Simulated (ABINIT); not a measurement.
PtSe2 (Sudovikovite), 3 atoms in the cell. Symmetry: P-3m1, No. 164, trigonal system. Conventional cell: a = 3.724 Å, b = 3.724 Å, c = 5.062 Å, α = 90.00°, β = 90.00°, γ = 120.00°. Pt (site symmetry -3m) is surrounded by 6 Se at 2.49 Å. Around Se (site symmetry 3m) lie 3 Pt at 2.49 Å. 

- Program: ABINIT 10.8.3 (patched build)
- Task: single point
- Functional: LDA
- Potentials or basis: JTH PAW LDA v2.0
- Cutoff: 544 eV
- k mesh: 6 × 6 × 4
- Occupations: fermi-dirac, width 0.05 eV
- Spin: no spin polarisation
- Fine-grid cutoff: 1088.46 eV

Potentials or basis: JTH PAW LDA v2.0.

Launch:

```console
$ abinit run.abi > log 2>&1
```

Hardware: 1 thread of Arm Neoverse V2, on a shared host.

Estimate the wall time of this run.

Wall time 24 s on 1 thread of Arm Neoverse V2, with other jobs on the host, peak memory 0.11 GiB. Counts: scf iterations 19, k points 24, bands 15, plane waves 1773.
